## Results and discussion

In HfN, one per cent of volume is worth about 3 GPa of pressure. A shift of the Hf atoms against the N atoms by 0.2 Å is worth about a tenth of an electronvolt per atom. The table lists a base cell and seven single changes to it, computed with the PBE functional. One relation ties its columns together: apart from the sign, stress is the slope of the energy against strain, taken per unit volume, and force is the slope of the energy against displacement.

HfN (Fm-3m, 2 atoms, 11.48 Å³/atom, Materials Project cell) and single changes to it, computed with Ansatz 0.2.0: all-electron LAPW, scalar-relativistic PBE without spin, 16 × 16 × 16 k mesh, Fermi-Dirac smearing of 0.05 eV, basis error target 0.5 meV/atom. Compression is positive; shear strains are engineering strains. Energies count from spherical, unpolarised free atoms.

```csv
change from the base run,pressure (GPa),stress xx (GPa),stress zz (GPa),stress xy (GPa),energy less free atoms (eV/atom)
base,6.69,6.69,6.69,0.00,-9.515
volume scaled by 0.9405,27.01,27.01,27.01,0.00,-9.445
volume scaled by 0.98,12.83,12.83,12.83,0.00,-9.501
volume scaled by 1.02,1.15,1.15,1.15,0.00,-9.520
volume scaled by 1.06,-8.35,-8.35,-8.35,0.00,-9.509
atom 1 (Hf) moved by 0.20 angstrom,11.88,11.88,11.88,-0.64,-9.396
"equal xy, yz and zx shear strains of +4 %",7.20,7.20,7.20,-4.99,-9.493
z stretched by -1 % at fixed volume,6.83,4.15,12.21,0.00,-9.512
```

### 1. Is the base cell at rest?

No. Its pressure is 6.69 GPa, and since compression counts as positive, the cell pushes outward and would expand if it were released. The pressure changes sign between volume scales 1.02 and 1.06, and a smooth curve through the five volume rows puts the zero at about 1.024. The rest cell therefore has edges roughly 0.8 % longer than the base cell. This is the rest volume of PBE: the base cell was taken from a database and not relaxed at this level, so its pressure measures that mismatch and not a load on the real crystal. The squeezed, sheared and displaced cells all start from this compressed state, so their stiffnesses belong to it as well.

### 2. Why does the pressure locate the rest volume better than the energy does?

Near its minimum an energy curve is flat, whereas its slope passes through zero at full speed. A volume that is wrong by 1 % costs only about 1 meV/atom, the last printed digit of the energy. The same error changes the pressure by between 2 and 3 GPa, which is easy to see. The row at scale 1.02 has the lowest energy in the table, yet its pressure of 1.15 GPa shows that it is still slightly compressed.

The two columns can be checked against each other. For a small volume step the energy change is

$$\Delta E \approx -\bar P\,\Delta V ,$$

where $\bar P$ is the mean of the pressures at the two ends and $V$ the volume per atom. From scale 0.98 to 0.9405 the mean pressure is $(12.83+27.01)/2 = 19.92$ GPa. The volume shrinks by $0.0395 \times 11.48 = 0.453$ Å$^3$ per atom. Since 1 eV/Å$^3$ is 160.2 GPa, the energy should rise by $19.92 \times 0.453/160.2 = 0.056$ eV/atom. The table gives the same rise, from −9.501 to −9.445 eV/atom, and the estimate contains no adjusted constant.

### 3. Does the crystal keep the same stiffness when it is compressed?

It stiffens. The bulk modulus $B$, the pressure gained per relative loss of volume, averages 247 GPa between scales 1.06 and 1.02 and 345 GPa between 0.98 and 0.9405. A likely reason is that the repulsion between overlapping electron shells rises more steeply at short distance than the attraction that holds the crystal together. Each further per cent of compression then meets more resistance than the one before.

The simplest law of this kind lets the stiffness grow linearly with the pressure, $B = B_0 + B'P$. With $B = -V\,dP/dV$ this integrates to the Murnaghan equation,

$$P = \frac{B_0}{B'}\left[\left(\frac{V_0}{V}\right)^{B'}-1\right].$$

Here $V_0$ is the volume at zero pressure, $B_0$ the bulk modulus there and $B'$ its growth with pressure. Fitted to the five volume rows, the equation gives $B_0 \approx 263$ GPa and $B' \approx 4.2$. It follows the pressures closely, but three constants on five points make this a mild test. Its main use here is to find the zero of pressure.

A coil spring is a fair analogy for the first two answers: near rest its energy is flat while its force is not. The analogy ends here, because an ideal spring keeps its stiffness and HfN does not.

### 4. The shear costs 22 meV/atom and the squeeze only 3. Is HfN harder to shear?

It is easier to shear; the two strains simply differ in size. The row labelled as a stretch by −1 % is a compression along z, with the sides widened to keep the volume. The sheared cell is strained much more: its squared strain, to which elastic energy is proportional, is about 16 times larger. An energy ratio of only about 7 therefore points to a softer response.

Stress divided by strain removes the difference in size. The shear row gives a shear modulus of about 125 GPa. It comes from one shear of 4 % in one direction; a shear of this kind is not symmetric in its sign, so the small-strain value may differ by several per cent. The squeezed row gives about 267 GPa for the corresponding modulus, half the stress difference between z and x divided by the difference in strain. For strains of equal size, the squeeze costs about twice as much energy.

The geometry suggests why. In the rock-salt structure every Hf–N bond lies along a cube axis. The squeeze shortens the bonds along z by 1 % and lengthens the others by half a per cent. The shear tilts the bonds towards or away from each other, but changes their lengths by only about 0.04 %. Changing the length of a strong bond usually costs more than bending the angle between two bonds. The two rows do separate stretching from bending for the Hf–N bonds, since the squeeze leaves the angles between them at 90°. The shear, however, also changes Hf–Hf and N–N distances by up to about 2 %, and the squeeze by up to half a per cent. The bulk modulus near the base cell, 292 GPa, less two thirds of 267 GPa gives $C_{12} \approx 114$ GPa, close to the shear modulus, as is expected when forces along the lines between atoms dominate. Much of the resistance to shear may therefore come from these second neighbours and not from bending, and tracing the difference to the Hf–N bonds alone remains an argument from structure.

### 5. Why does moving the Hf atom raise the pressure when the volume stays the same?

The move brings Hf closer to three of its six N neighbours, at 2.15 Å, and takes it away from the other three, at 2.38 Å. In a simple picture of separate bonds, repulsion steepens at short distance, so the three short bonds gain more push than the three long ones lose. The picture is qualitative: it gives the sign of the effect, but nearest-neighbour bonds alone would be expected to give a larger xy stress than the −0.64 GPa of this row. The pressure rises by 5.19 GPa, nearly as much as a volume reduction of 2 % would add.

The same point can be made through the energy. Let the displacement energy be $\tfrac12 k u^2$, with $u$ the displacement and $k$ the force constant. When the cell shrinks, $u$ shrinks with its edges, as $V^{1/3}$, while $k$ grows as $V^{-2\gamma}$. The number $\gamma$ is the Grüneisen parameter of this motion, which says how fast its vibration frequency rises on compression. Taking the slope against volume gives the extra pressure

$$\Delta P = \left(2\gamma-\tfrac23\right)\frac{\Delta E}{V}.$$

The energy rise of 0.119 eV/atom corresponds to $0.119 \times 160.2/11.48 = 1.66$ GPa. The pressure rise is 3.1 times as large, so $\gamma \approx 1.9$. This value rests on one displacement and on a harmonic energy. The second assumption is reasonable, since half the computed force times the displacement gives 117 meV/atom, close to the 119 of the table and to the 118 of the unrounded energies.

This run also treats the Hf 4s electrons as band electrons, whereas the base run keeps them in the core. The relativistic small component is treated in the same way in all rows. The row at scale 0.9405 makes the same switch, and there an offset of 0.7 GPa in the pressure would already shift the energy step by 1 meV/atom. The match in question 2 holds at about that level. More directly, the pressure of that row lies on the same smooth curve as the other four, with a leave-one-out error of the fit of about 0.05 GPa. It is therefore unlikely that the switch causes the much larger rise seen here.

### 6. What would change if N were moved instead, or if Zr replaced Hf?

Moving N by the same distance in the opposite direction produces the same crystal, merely shifted in space. Energy and stress would be identical, because only the relative position of the two sublattices counts.

The masses matter once the atoms vibrate. The computed force of 2.34 eV/Å at 0.20 Å gives a force constant of 11.7 eV/Å$^2$, and with the reduced mass of Hf and N a frequency near 15 THz. The light N atom does most of the moving. Replacing Hf by Zr, which has about half its mass, would therefore raise the frequency by only about 3 % if the force constant stayed the same. Whether it does would need a calculation on ZrN.

### 7. Which digits can be trusted?

With the functional and the k mesh held fixed, energy differences between rows are good to one or two meV/atom. For every changed cell, the energy step obtained from stress or force agrees with the computed step to within 2 meV/atom, as the output below shows. The squeeze costs only 3 meV/atom, so its energy has a single useful digit and its stresses are the better source for a stiffness. This agreement shows that the calculation is consistent with itself. It does not measure the error of the functional, of the k mesh or of the missing spin–orbit coupling.

The energy of about −9.5 eV/atom should not be read as a measured binding energy. It is counted from atoms without spin polarisation, while real Hf and N atoms have unpaired electrons and lie lower. The binding is therefore overstated, by an amount expected to be of the order of an electronvolt per atom. Every row shares this reference, so the differences used above are unaffected.

Numerical output:

```
Energy step from base (outer volumes from the next inner volume) in meV/atom:
                                        row  computed  from_stress_or_force     miss
                                       base         0                     0        0
                    volume scaled by 0.9405        56                 56.38   0.3784
                      volume scaled by 0.98        14                 13.99  -0.0136
                      volume scaled by 1.02        -5                -5.617  -0.6175
                      volume scaled by 1.06        11                 10.32  -0.6822
         atom 1 (Hf) moved by 0.20 angstrom       119                 117.1   -1.861
  equal xy, yz and zx shear strains of +4 %        22                 22.04  0.04169
        z stretched by -1 % at fixed volume         3                 2.902  -0.0979
fit of P on 5 rows ((mv + sh + tz) < 0.5): constant -63.1 +/- 0.034, coefficient of vs**(-s) 69.79 +/- 0.033, s 4.167; rms 0.00801, worst volume scaled by 1.02 0.0124, leave-one-out rms 0.0538
  rows outside the fit (model, value, miss): atom 1 (Hf) moved by 0.20 angstrom 6.689, 11.88, -5.19; equal xy, yz and zx shear strains of +4 % 7.035, 7.2, -0.165; z stretched by -1 % at fixed volume 6.689, 6.83, -0.141
Volume scale at zero pressure: 1.024
Bulk modulus at zero pressure (GPa): 262.9
Mean bulk modulus from scale 0.9405 to 0.98 (GPa): 344.7
Mean bulk modulus from scale 0.98 to 1.02 (GPa): 292
Mean bulk modulus from scale 1.02 to 1.06 (GPa): 247
Volume change that costs 1 meV/atom from the minimum (percent): 1.03
Shear modulus C44 from the shear row (GPa): 124.8
Shear modulus (C11-C12)/2 from the squeezed row (GPa): 267.3
Ratio of the second shear modulus to the first: 2.143
Squared strain of the shear row over that of the squeezed row: 15.84
Short Hf-N distance after the move (angstrom): 2.147
Long Hf-N distance after the move (angstrom): 2.377
Pressure rise on moving Hf (GPa): 5.19
Mode Grueneisen parameter estimated from the moved row: 1.896
Harmonic frequency of the Hf-against-N motion (THz): 14.85
Frequency change by mass alone if Zr replaced Hf (percent): 3.422
Pressure offset at 0.9405 that would shift its energy step by 1 meV/atom (GPa): 0.7067
```
